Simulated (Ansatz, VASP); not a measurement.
# TaN (TaN(100) slab) in two plane-wave programs, part 2 of 2

Wanted: the spread between two codes on one cell, functional and k mesh. Of the first pair: The structure shown is the start of the Ansatz relaxation below; VASP solves that cell, so the two are compared at the walk's first step.

VASP 6.6.1 and Ansatz 0.2.0.

So far: The starting structure; Ansatz: relaxation, PBE.

### 3. VASP: single point, PBE, start cell, pair 1

Level of this step: PBE; plane waves and PAW (N, Ta_pv) (VASP).

The same cell, functional, mesh and smearing now go to VASP, with its own data sets.

Lines of VASP's logs that name or quote its potential files are left out, and so is its time.

Input file INCAR:

```
SYSTEM = TaN
PREC = Accurate
ENCUT = 520
EDIFF = 1E-06
NELM = 120
ISMEAR = -1
SIGMA = 0.1
LREAL = Auto
ALGO = Normal
GGA = PE
NBANDS = 232
LASPH = .TRUE.
LORBIT = 11
LWAVE = .FALSE.
LCHARG = .FALSE.
ISIF = 2
GGA_COMPAT = .FALSE.
KPAR = 4
```

Input file POSCAR:

```
TaN
1.0
    6.2508200000      0.0000000000      0.0000000000
    0.0000000000      6.2508200000      0.0000000000
    0.0000000000      0.0000000000     26.0500000000
N Ta
24 24
Direct
    0.9999992001      0.9999992001      0.2879117083
    0.2499992001      0.2499992001      0.3727408829
    0.9999992001      0.9999992001      0.4575815739
    0.2499992001      0.2499992001      0.5424184261
    0.9999992001      0.9999992001      0.6272591171
    0.2499992001      0.2499992001      0.7120882917
    0.9999992001      0.4999992001      0.2879117083
    0.2499992001      0.7499992001      0.3727408829
    0.9999992001      0.4999992001      0.4575815739
    0.2499992001      0.7499992001      0.5424184261
    0.9999992001      0.4999992001      0.6272591171
    0.2499992001      0.7499992001      0.7120882917
    0.4999992001      0.9999992001      0.2879117083
    0.7499992001      0.2499992001      0.3727408829
    0.4999992001      0.9999992001      0.4575815739
    0.7499992001      0.2499992001      0.5424184261
    0.4999992001      0.9999992001      0.6272591171
    0.7499992001      0.2499992001      0.7120882917
    0.4999992001      0.4999992001      0.2879117083
    0.7499992001      0.7499992001      0.3727408829
    0.4999992001      0.4999992001      0.4575815739
    0.7499992001      0.7499992001      0.5424184261
    0.4999992001      0.4999992001      0.6272591171
    0.7499992001      0.7499992001      0.7120882917
    0.2499992001      0.2499992001      0.2879117083
    0.9999992001      0.9999992001      0.3727408829
    0.2499992001      0.2499992001      0.4575815739
    0.9999992001      0.9999992001      0.5424184261
    0.2499992001      0.2499992001      0.6272591171
    0.9999992001      0.9999992001      0.7120882917
    0.2499992001      0.7499992001      0.2879117083
    0.9999992001      0.4999992001      0.3727408829
    0.2499992001      0.7499992001      0.4575815739
    0.9999992001      0.4999992001      0.5424184261
    0.2499992001      0.7499992001      0.6272591171
    0.9999992001      0.4999992001      0.7120882917
    0.7499992001      0.2499992001      0.2879117083
    0.4999992001      0.9999992001      0.3727408829
    0.7499992001      0.2499992001      0.4575815739
    0.4999992001      0.9999992001      0.5424184261
    0.7499992001      0.2499992001      0.6272591171
    0.4999992001      0.9999992001      0.7120882917
    0.7499992001      0.7499992001      0.2879117083
    0.4999992001      0.4999992001      0.3727408829
    0.7499992001      0.7499992001      0.4575815739
    0.4999992001      0.4999992001      0.5424184261
    0.7499992001      0.7499992001      0.6272591171
    0.4999992001      0.4999992001      0.7120882917
```

Input file KPOINTS:

```
Automatic mesh
0
Gamma
4 4 1
0 0 0
```

The projector-augmented-wave data sets are N and Ta_pv (PBE family, release 64).

Started as:

```console
mpirun -np 8 vasp_std
```

Numbers of over 12 decimals in the logs are rounded to 6 here.

Log:

```text
[banner, memory and clock lines left out]
running    8 mpi-ranks, on    1 nodes
[...]
|                                                                             |
|           W    W    AA    RRRRR   N    N  II  N    N   GGGG   !!!           |
|           W    W   A  A   R    R  NN   N  II  NN   N  G    G  !!!           |
|           W    W  A    A  R    R  N N  N  II  N N  N  G       !!!           |
|           W WW W  AAAAAA  RRRRR   N  N N  II  N  N N  G  GGG   !            |
|           WW  WW  A    A  R   R   N   NN  II  N   NN  G    G                |
|           W    W  A    A  R    R  N    N  II  N    N   GGGG   !!!           |
|                                                                             |
|     For optimal performance we recommend to set                             |
|       NCORE = 2 up to number-of-cores-per-socket                            |
|     NCORE specifies how many cores store one orbital (NPAR=cpu/NCORE).      |
|     This setting can greatly improve the performance of VASP for DFT.       |
|     The default, NCORE=1 might be grossly inefficient on modern             |
|     multi-core architectures or massively parallel machines. Do your        |
|     Unfortunately you need to use the default for GW and RPA                |
|     calculations (for HF NCORE is supported but not extensively tested      |
|     yet).                                                                   |
|                                                                             |

 LDA part: xc-table for (Slater+PW92), standard interpolation
 POSCAR, INCAR and KPOINTS ok, starting setup
[...]
entering main loop
       N       E                     dE             d eps       ncg     rms          rms(c)
DAV:   1     0.410142716410E+04    0.41014E+04   -0.21118E+05  3264   0.159E+03
DAV:   2    -0.239138960942E+03   -0.43406E+04   -0.42374E+04  3264   0.461E+02
DAV:   3    -0.579187547664E+03   -0.34005E+03   -0.33253E+03  3480   0.119E+02
DAV:   4    -0.595681514205E+03   -0.16494E+02   -0.16137E+02  3464   0.248E+01
[...]
DAV:  27    -0.516384948031E+03   -0.60481E-05   -0.11434E-06  2008   0.220E-03    0.999E-04
DAV:  28    -0.516384949212E+03   -0.11808E-05   -0.47343E-07  1896   0.114E-03    0.402E-04
DAV:  29    -0.516384949416E+03   -0.20430E-06   -0.82167E-08  1768   0.658E-04
   1 F= -.51638495E+03 E0= -.51593762E+03  d E =-.894667E+00
```

From OUTCAR (step 3):

```text
  Total      -34.0658968    -34.0658968     -1.1201207      0.0000000      0.0000000      0.0000000
  in kB      -53.6227022    -53.6227022     -1.7631679      0.0000000      0.0000000      0.0000000
  external PRESSURE =     -36.3361908 kB  Pullay stress =       0.0000000 kB

 POSITION                                       TOTAL-FORCE (eV/Angst)
 -----------------------------------------------------------------------------------
      6.25081      6.25081      7.50010        -0.000000     -0.000000     -1.377016
      1.56270      1.56270      9.70990        -0.000000      0.000000     -0.732135
      6.25081      6.25081     11.92000         0.000000      0.000000      0.246459
      1.56270      1.56270     14.13000         0.000000     -0.000000     -0.246459
      6.25081      6.25081     16.34010        -0.000000     -0.000000      0.732135
      1.56270      1.56270     18.54990        -0.000000     -0.000000      1.377016
      6.25081      3.12540      7.50010         0.000000      0.000000     -1.377016
      1.56270      4.68811      9.70990         0.000000     -0.000000     -0.732135
      6.25081      3.12540     11.92000         0.000000     -0.000000      0.246459
      1.56270      4.68811     14.13000         0.000000      0.000000     -0.246459
      6.25081      3.12540     16.34010        -0.000000      0.000000      0.732135
      1.56270      4.68811     18.54990        -0.000000      0.000000      1.377016
      3.12540      6.25081      7.50010        -0.000000      0.000000     -1.377016
      4.68811      1.56270      9.70990         0.000000      0.000000     -0.732135
[...]
-----------------------------------------------------------------------------------
    total drift:                                0.077862      0.077862     -0.031303

  FREE ENERGIE OF THE ION-ELECTRON SYSTEM (eV)
  ---------------------------------------------------
  free  energy   TOTEN  =      -516.3849494161 eV

  energy  without entropy=     -515.4902822090  energy(sigma->0) =     -515.93761581

[... 1 further part left out ...]
```

### 4. Comparison

Known differences besides the potentials themselves: the data sets hold 432 valence electrons in Ansatz (on its default PAW (the set named soft_2) files) and 384 in VASP; the cutoff is 420 eV in Ansatz and 520 eV in VASP (PREC = Accurate, projectors in real space). Total energies have different zeros and are not compared.

Forces on 7 of the 48 atoms, those with the largest forces and the largest differences (eV/Å; atoms numbered as in POSCAR):

```tsv
atom	Ansatz x, y, z	VASP x, y, z
Ta25	0.000, 0.000, 2.094	0.000, 0.000, 2.067
Ta30	0.000, 0.000, -2.094	0.000, 0.000, -2.067
Ta31	0.000, 0.000, 2.094	0.000, 0.000, 2.067
Ta37	0.000, 0.000, 2.094	0.000, 0.000, 2.067
Ta42	0.000, 0.000, -2.094	0.000, 0.000, -2.067
Ta43	0.000, 0.000, 2.094	0.000, 0.000, 2.067
Ta48	0.000, 0.000, -2.094	0.000, 0.000, -2.067
```

The forces differ by 8.8 meV/Å r.m.s., which is 1.4 % of the r.m.s. force of 0.647 eV/Å (both taken over all components). With vacuum in the cell, a pressure given here is an average over mostly empty space and none of the material.

### 5. Ansatz: relaxation, PBE

This run makes the geometry at which the two programs are then compared.

The structure compared here is the end of the Ansatz relaxation.

Input file input.yaml:

```yaml
crystal:
  lattice:
    - [6.25082, 0.0, 0.0]
    - [0.0, 6.25082, 0.0]
    - [0.0, 0.0, 26.05]
  atoms:
    - { symbol: "N", position: [0.0, 0.0, 0.28791] }
    - { symbol: Ta, position: [0.25, 0.25, 0.28791] }
    - { symbol: Ta, position: [0.0, 0.0, 0.37274] }
    - { symbol: "N", position: [0.25, 0.25, 0.37274] }
    - { symbol: "N", position: [0.0, 0.0, 0.45758] }
    - { symbol: Ta, position: [0.25, 0.25, 0.45758] }
    - { symbol: Ta, position: [0.0, 0.0, 0.54242] }
    - { symbol: "N", position: [0.25, 0.25, 0.54242] }
    - { symbol: "N", position: [0.0, 0.0, 0.62726] }
    - { symbol: Ta, position: [0.25, 0.25, 0.62726] }
    - { symbol: Ta, position: [0.0, 0.0, 0.71209] }
    - { symbol: "N", position: [0.25, 0.25, 0.71209] }
    - { symbol: "N", position: [0.0, 0.5, 0.28791] }
    - { symbol: Ta, position: [0.25, 0.75, 0.28791] }
    - { symbol: Ta, position: [0.0, 0.5, 0.37274] }
    - { symbol: "N", position: [0.25, 0.75, 0.37274] }
    - { symbol: "N", position: [0.0, 0.5, 0.45758] }
    - { symbol: Ta, position: [0.25, 0.75, 0.45758] }
    - { symbol: Ta, position: [0.0, 0.5, 0.54242] }
    - { symbol: "N", position: [0.25, 0.75, 0.54242] }
    - { symbol: "N", position: [0.0, 0.5, 0.62726] }
    - { symbol: Ta, position: [0.25, 0.75, 0.62726] }
    - { symbol: Ta, position: [0.0, 0.5, 0.71209] }
    - { symbol: "N", position: [0.25, 0.75, 0.71209] }
    - { symbol: "N", position: [0.5, 0.0, 0.28791] }
    - { symbol: Ta, position: [0.75, 0.25, 0.28791] }
    - { symbol: Ta, position: [0.5, 0.0, 0.37274] }
    - { symbol: "N", position: [0.75, 0.25, 0.37274] }
    - { symbol: "N", position: [0.5, 0.0, 0.45758] }
    - { symbol: Ta, position: [0.75, 0.25, 0.45758] }
    - { symbol: Ta, position: [0.5, 0.0, 0.54242] }
    - { symbol: "N", position: [0.75, 0.25, 0.54242] }
    - { symbol: "N", position: [0.5, 0.0, 0.62726] }
    - { symbol: Ta, position: [0.75, 0.25, 0.62726] }
    - { symbol: Ta, position: [0.5, 0.0, 0.71209] }
    - { symbol: "N", position: [0.75, 0.25, 0.71209] }
    - { symbol: "N", position: [0.5, 0.5, 0.28791] }
    - { symbol: Ta, position: [0.75, 0.75, 0.28791] }
    - { symbol: Ta, position: [0.5, 0.5, 0.37274] }
    - { symbol: "N", position: [0.75, 0.75, 0.37274] }
    - { symbol: "N", position: [0.5, 0.5, 0.45758] }
    - { symbol: Ta, position: [0.75, 0.75, 0.45758] }
    - { symbol: Ta, position: [0.5, 0.5, 0.54242] }
    - { symbol: "N", position: [0.75, 0.75, 0.54242] }
    - { symbol: "N", position: [0.5, 0.5, 0.62726] }
    - { symbol: Ta, position: [0.75, 0.75, 0.62726] }
    - { symbol: Ta, position: [0.5, 0.5, 0.71209] }
    - { symbol: "N", position: [0.75, 0.75, 0.71209] }
kpoints:
  mp_grid: { grid: [4, 4, 1] }
hamiltonian:
  xc: pbe
scf:
  occupations: { method: fermi_dirac, width: 0.1 }
output:
  forces: true
relax:
  f_tol: 0.05
  max_steps: 120
```

Started as:

```console
ansatz run input.yaml --threads 6 --pin off --max-ram 102400MiB --backend cuda --events-out ev --progress --plain --runs-dir out
```

Log:

```text
[...]
GPU FFT provider: cuFFT
GPU libraries: cuBLAS 13.8.2, cuFFT 12.4.0, cuSOLVER 12.3.4
Crystal: 48 atoms, lattice volume = 1017.845 Å³
Basis set: ecut = 420 eV, 19931 PW (Γ), exchange–correlation on 90×90×360 points (8 copies of the dense FFT grid, shifted against one another)
Bands: 264, of which v1, the nominal top of the filled ones, is band 216 counted from 1 (215 counted from 0)
Symmetry: 64 space group operations
[...]
- { symbol: Ta, position: [0, 0.5, 0.365531] }
    - { symbol: N, position: [0.25, 0.75, 0.374232] }
[...]
- { symbol: N, position: [0.5, 0.5, 0.450821] }
    - { symbol: Ta, position: [0.75, 0.75, 0.462493] }
    - { symbol: Ta, position: [0.5, 0.5, 0.537507] }
    - { symbol: N, position: [0.75, 0.75, 0.549179] }
    - { symbol: N, position: [0.5, 0.5, 0.625768] }
    - { symbol: Ta, position: [0.75, 0.75, 0.634469] }
    - { symbol: Ta, position: [0.5, 0.5, 0.708751] }
    - { symbol: N, position: [0.75, 0.75, 0.723684] }
[key lines of the parts left out:]
SCF converged after 7 iterations
Free energy (F): -247626.885336 eV
Fermi energy:    9.185527 eV
```

### 6. VASP: single point, PBE, relaxed cell, pair 2

The same cell, functional, mesh and smearing now go to VASP, with its own data sets.

INCAR is that of step 3.

Input file POSCAR:

```
TaN
1.0
    6.2508200000      0.0000000000      0.0000000000
    0.0000000000      6.2508200000      0.0000000000
    0.0000000000      0.0000000000     26.0500000000
N Ta
24 24
Direct
    0.0000000000      0.0000000000      0.2763200000
    0.2500000000      0.2500000000      0.3742300000
    0.0000000000      0.0000000000      0.4508200000
    0.2500000000      0.2500000000      0.5491800000
    0.0000000000      0.0000000000      0.6257700000
    0.2500000000      0.2500000000      0.7236800000
    0.0000000000      0.5000000000      0.2763200000
    0.2500000000      0.7500000000      0.3742300000
    0.0000000000      0.5000000000      0.4508200000
    0.2500000000      0.7500000000      0.5491800000
    0.0000000000      0.5000000000      0.6257700000
    0.2500000000      0.7500000000      0.7236800000
    0.5000000000      0.0000000000      0.2763200000
    0.7500000000      0.2500000000      0.3742300000
    0.5000000000      0.0000000000      0.4508200000
    0.7500000000      0.2500000000      0.5491800000
    0.5000000000      0.0000000000      0.6257700000
    0.7500000000      0.2500000000      0.7236800000
    0.5000000000      0.5000000000      0.2763200000
    0.7500000000      0.7500000000      0.3742300000
    0.5000000000      0.5000000000      0.4508200000
    0.7500000000      0.7500000000      0.5491800000
    0.5000000000      0.5000000000      0.6257700000
    0.7500000000      0.7500000000      0.7236800000
    0.2500000000      0.2500000000      0.2912500000
    0.0000000000      0.0000000000      0.3655300000
    0.2500000000      0.2500000000      0.4624900000
    0.0000000000      0.0000000000      0.5375100000
    0.2500000000      0.2500000000      0.6344700000
    0.0000000000      0.0000000000      0.7087500000
    0.2500000000      0.7500000000      0.2912500000
    0.0000000000      0.5000000000      0.3655300000
    0.2500000000      0.7500000000      0.4624900000
    0.0000000000      0.5000000000      0.5375100000
    0.2500000000      0.7500000000      0.6344700000
    0.0000000000      0.5000000000      0.7087500000
    0.7500000000      0.2500000000      0.2912500000
    0.5000000000      0.0000000000      0.3655300000
    0.7500000000      0.2500000000      0.4624900000
    0.5000000000      0.0000000000      0.5375100000
    0.7500000000      0.2500000000      0.6344700000
    0.5000000000      0.0000000000      0.7087500000
    0.7500000000      0.7500000000      0.2912500000
    0.5000000000      0.5000000000      0.3655300000
    0.7500000000      0.7500000000      0.4624900000
    0.5000000000      0.5000000000      0.5375100000
    0.7500000000      0.7500000000      0.6344700000
    0.5000000000      0.5000000000      0.7087500000
```

KPOINTS is that of step 3.

Started as:

```console
mpirun -np 8 vasp_std
```

Log:

```text
[banner, memory and clock lines left out]
running    8 mpi-ranks, on    1 nodes
[...]
[... a notice as in an earlier step ...]

 LDA part: xc-table for (Slater+PW92), standard interpolation
 POSCAR, INCAR and KPOINTS ok, starting setup
[...]
entering main loop
       N       E                     dE             d eps       ncg     rms          rms(c)
DAV:   1     0.408822375528E+04    0.40882E+04   -0.21112E+05  3264   0.159E+03
DAV:   2    -0.240155418055E+03   -0.43284E+04   -0.42212E+04  3256   0.460E+02
DAV:   3    -0.578503108578E+03   -0.33835E+03   -0.33151E+03  3480   0.118E+02
DAV:   4    -0.594053486195E+03   -0.15550E+02   -0.15261E+02  3408   0.244E+01
[...]
DAV:  26    -0.520868217086E+03   -0.39034E-05   -0.48663E-07  2096   0.137E-03    0.555E-04
DAV:  27    -0.520868219895E+03   -0.28092E-05   -0.26424E-07  1952   0.694E-04    0.491E-04
DAV:  28    -0.520868220670E+03   -0.77447E-06   -0.90738E-08  1984   0.377E-04
   1 F= -.52086822E+03 E0= -.52054998E+03  d E =-.636487E+00
```

OUTCAR, selected parts (step 6):

```text
  Total      -53.8116994    -53.8116994      2.2377706      0.0000000      0.0000000      0.0000000
  in kB      -84.7043231    -84.7043231      3.5224467      0.0000000      0.0000000      0.0000000
  external PRESSURE =     -55.2953998 kB  Pullay stress =       0.0000000 kB

 POSITION                                       TOTAL-FORCE (eV/Angst)
 -----------------------------------------------------------------------------------
      0.00000      0.00000      7.19814         0.000000      0.000000     -0.025393
      1.56271      1.56271      9.74869         0.000000      0.000000     -0.015719
      0.00000      0.00000     11.74386         0.000000     -0.000000      0.000542
      1.56271      1.56271     14.30614         0.000000     -0.000000     -0.000542
      0.00000      0.00000     16.30131         0.000000     -0.000000      0.015719
      1.56271      1.56271     18.85186        -0.000000     -0.000000      0.025393
      0.00000      3.12541      7.19814         0.000000      0.000000     -0.025393
      1.56271      4.68811      9.74869         0.000000     -0.000000     -0.015719
      0.00000      3.12541     11.74386         0.000000      0.000000      0.000542
      1.56271      4.68811     14.30614        -0.000000      0.000000     -0.000542
      0.00000      3.12541     16.30131        -0.000000      0.000000      0.015719
      1.56271      4.68811     18.85186        -0.000000      0.000000      0.025393
      3.12541      0.00000      7.19814         0.000000     -0.000000     -0.025393
      4.68811      1.56271      9.74869         0.000000      0.000000     -0.015719
[...]
-----------------------------------------------------------------------------------
    total drift:                                0.000000      0.000000     -0.000000

  FREE ENERGIE OF THE ION-ELECTRON SYSTEM (eV)
  ---------------------------------------------------
  free  energy   TOTEN  =      -520.8682206695 eV

  energy  without entropy=     -520.2317336260  energy(sigma->0) =     -520.54997715

[... 1 part as in an earlier step ...]
```

### 7. Side by side

What differs besides the data sets and the points named for the pairs above, as far as they apply: the data sets hold 432 valence electrons in Ansatz (on its default PAW (the set named soft_2) files) and 384 in VASP. Total energies have different zeros and are not compared.

At this near-relaxed geometry the largest component of a force difference is 33 meV/Å. With vacuum in the cell, a pressure given here is an average over mostly empty space and none of the material.

### 8. Summary of results

```json
{"r.m.s. force difference (single point, PBE, start cell, pair 1)": "1.4 % of the r.m.s. force", "r.m.s. force difference (single point, PBE, relaxed cell, pair 2)": "9.9 meV/Å"}
```

The r.m.s. force difference is 9.9 meV/Å (single point, PBE, relaxed cell, pair 2), within the 12 meV/Å picked in this series as the mark of a large difference. The data sets hold unlike numbers of valence electrons (432 in Ansatz and 384 in VASP), so part of the differences comes from the potentials. Such differences can come from data sets, numerical settings and the points named under the comparisons, not from the functional's error against experiment.

[Lines on the potential files, build, host, timing and source positions are cut from VASP's logs without a mark.]

[Logs are printed without paths, hosts, clocks, repeated set-up lines and the standing remarks that a program may print on its own settings, such as how far it seeks lower states.]

[Hosts, paths, dates, database ids (printed as entryN), source tags and the programs' standing remarks are cut or masked in the printed files.]
